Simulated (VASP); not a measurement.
CoO:

```
Co O
1.0
     1.60222    0.92504    2.56647
    -1.60222    0.92504    2.56647
     0.00000   -1.85008    2.56647
Co O
1 1
Direct
  0.99898 0.99898 0.99898
  0.75102 0.75102 0.75102
```

Measurements of this composition are mostly on another form, of space group No. 225.

```yaml
Program: VASP 6.6.1
Task: relaxation of cell and atoms
Functional: LDA
Potentials_or_basis: VASP PAW LDA potentials, release 64 (Co, O)
Cutoff: 600 eV
k_mesh: 8 × 8 × 8
Occupations: fermi-dirac, width 0.05 eV
Spin: collinear spin, ferromagnetic start
Starting_moments: "[2.0, 0.0] μB"
```

At the start: pressure -18.2 GPa; volume 11.41 Å³/atom.

Question: Where does the relaxation end?

Answer: Over 9 steps the energy falls by 125.1 meV/atom and the volume is 9.83 Å³/atom (-13.9 %); space group F-43m (No. 216, to 0.05 Å); moment 1.58 μB per cell.

The path:
| step | energy change (eV) | largest force (eV/Å) | pressure (GPa) | volume (Å³) |
| --- | --- | --- | --- | --- |
| 1 | 0.0000 | 0.1920 | -18.19 | 22.82 |
| 2 | -0.2220 | 0.0227 | 10.94 | 18.80 |
| 3 | -0.2494 | 0.1077 | 1.00 | 19.57 |
| 4 | -0.2495 | 0.1174 | -0.28 | 19.69 |
| 5 | -0.2499 | 0.0831 | -0.43 | 19.70 |
| 6 | -0.2502 | 0.0082 | -0.40 | 19.70 |
| 7 | -0.2502 | 0.0104 | 0.30 | 19.64 |
| 8 | -0.2502 | 0.0094 | 0.07 | 19.66 |
| 9 | -0.2502 | 0.0096 | 0.01 | 19.66 |

Final structure:
```
CELL_PARAMETERS angstrom
1.51662 0.87562 2.46736
-1.51662 0.87562 2.46736
0.00000 -1.75124 2.46736
ATOMIC_POSITIONS crystal
Co 0.00030 0.00030 0.00030
O 0.74970 0.74970 0.74970
```

Caveat: a cell with one magnetic atom can't hold antiferromagnetic order, which such compounds often take.
